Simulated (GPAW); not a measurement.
Input of a GPAW 26.7.0 run:

File run.py:

```python
from ase.dft.bandgap import bandgap
from ase.io import read, write
from ase.units import GPa
from gpaw import GPAW, PW, setup_paths

setup_paths.insert(0, '.')

atoms = read('POSCAR')
atoms.set_initial_magnetic_moments([1.0])

calc = GPAW(mode=PW(600),
            xc='PBEsol',
            kpts={'size': (13, 13, 13), 'gamma': True},
            occupations={'name': 'fermi-dirac', 'width': 0.05},
            nbands=17,
            convergence={'density': 1e-05, 'energy': 1e-05},
            maxiter=150,
            txt='gpaw.txt')
atoms.calc = calc
energy = atoms.get_potential_energy()
forces = atoms.get_forces()
stress = atoms.get_stress()
calc.write('gs.gpw')
write('result.traj', atoms)
print(f'Energy: {energy:.6f} eV')
print('Forces (eV/A):')
print(forces.round(4))
print('Stress (GPa):', (stress / GPa).round(3))
print('Moments:', calc.get_magnetic_moments().round(3))
print('Fermi level:', round(calc.get_fermi_level(), 4), 'eV')
print(f'Gap: {bandgap(calc)[0]:.4f} eV, direct: {bandgap(calc, direct=True)[0]:.4f} eV')

path = atoms.cell.bandpath('GXWKGLUWLK,UX', npoints=60, eps=1e-4)
bs_calc = calc.fixed_density(kpts=path, symmetry='off', nbands=25,
                             convergence={'bands': 'CBM+6.0', 'eigenstates': 1e-6}, txt='bands.txt')
bs = bs_calc.band_structure()
bs.write('bs.json')
print(f'Gap on the path: {bandgap(bs_calc)[0]:.4f} eV')
```

POSCAR

```
Ni
1.0
    0.0000000000      1.7375729330      1.7375729330
    1.7375729330      0.0000000000      1.7375729330
    1.7375729330      1.7375729330      0.0000000000
Ni
1
Direct
    0.0000000000      0.0000000000      0.0000000000
```

Potentials or basis: PAW data sets generated in the run's folder for this functional, pw.

Command:

```sh
$ gpaw-setup -f PBEsol Ni
$ OMP_NUM_THREADS=1 python run.py
```

Predict the pressure.

0.6 GPa.

What does it give for the net moment?

0.63 μB per cell.

Predict the site moments.

Ni +0.66 μB.

Levels at the corners of the path, in eV from the Fermi level:
Spin up:
| point | band 6 | band 7 | band 8 | band 9 | band 10 |
| --- | --- | --- | --- | --- | --- |
| Γ | -2.59 | -2.59 | -1.33 | -1.33 | 23.92 |
| X | -0.55 | -0.44 | -0.44 | 2.21 | 9.53 |
| W | -3.31 | -1.42 | -0.44 | 7.82 | 7.82 |
| K | -2.29 | -1.16 | -0.72 | 5.76 | 7.38 |
| Γ | -2.59 | -2.59 | -1.33 | -1.33 | 23.92 |
| L | -2.59 | -0.62 | -0.60 | -0.60 | 5.92 |
| U | -2.29 | -1.16 | -0.72 | 5.76 | 7.38 |
| W | -3.31 | -1.42 | -0.44 | 7.82 | 7.82 |
| L | -2.59 | -0.62 | -0.60 | -0.60 | 5.92 |
| K | -2.29 | -1.16 | -0.72 | 5.76 | 7.38 |
| U | -2.29 | -1.16 | -0.72 | 5.76 | 7.38 |
| X | -0.55 | -0.44 | -0.44 | 2.21 | 9.53 |
Spin down:
```csv
point,band 4,band 5,band 6,band 7,band 8,band 9,band 10
Γ,-9.52,-1.86,-1.86,-1.86,-0.71,-0.71,23.79
X,-4.62,-3.88,0.11,0.42,0.42,2.20,9.82
W,-3.66,-2.72,-2.72,-0.82,0.42,8.04,8.04
K,-3.84,-3.46,-1.69,-0.55,0.12,6.01,7.60
Γ,-9.52,-1.86,-1.86,-1.86,-0.71,-0.71,23.79
L,-4.74,-1.96,-1.96,-0.65,0.17,0.17,6.37
U,-3.84,-3.46,-1.69,-0.55,0.12,6.01,7.60
W,-3.66,-2.72,-2.72,-0.82,0.42,8.04,8.04
L,-4.74,-1.96,-1.96,-0.65,0.17,0.17,6.37
K,-3.84,-3.46,-1.69,-0.55,0.12,6.01,7.60
U,-3.84,-3.46,-1.69,-0.55,0.12,6.01,7.60
X,-4.62,-3.88,0.11,0.42,0.42,2.20,9.82
```

Caveat: the stock nickel data set gives pressures a few GPa off other programs.
